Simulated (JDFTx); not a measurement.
# Pb under changes of volume

One of the cells (30.323 Å³/atom); the others are scaled copies at fixed shape and fractional positions:

```xyz
1
Lattice="0.0000 2.4750 2.4750 2.4750 0.0000 2.4750 2.4750 2.4750 0.0000" Properties=species:S:1:pos:R:3 pbc="T T T"
Pb    0.0000    0.0000    0.0000
```

* Program: JDFTx 1.7.0 (patched build)
* Functional: r2SCAN
* Potentials or basis: SG15-PBE-1.2
* Cutoff: 1088 eV
* Density cutoff: 4354 eV
* k mesh: 9 × 9 × 9
* Occupations: fermi-dirac, width 0.05 eV
* Spin: no spin polarisation

| volume (Å³/atom) | energy over the lowest point (meV/atom) | pressure (GPa) |
| --- | --- | --- |
| 28.503 | ? | ? |
| 29.110 | 3.88 | 1.5 |
| 29.716 | 0.01 | 0.5 |
| 30.323 | 0.00 | -0.5 |
| 30.929 | 3.56 | -1.4 |
| 31.535 | 10.38 | -2.2 |
| 32.142 | 20.10 | -2.9 |

What does the run at 28.503 Å³/atom give?

Energy over the lowest point 12.05 meV/atom; pressure 2.8 GPa.

Worked out: A Birch-Murnaghan fit of order 3 (a polynomial in V^(-2/3)) to the other rows has its minimum at 30.02 Å³/atom with B0 = V·E''(V) = 49 GPa and B' = 3.7. It gives 12.08 meV/atom at 28.503 Å³/atom, against the run's 12.05, and -dE/dV = 2.8 GPa, against 2.8.

Energies are extrapolated to zero smearing.

Caveats: the potentials were made for another functional, which shifts forces and pressure.
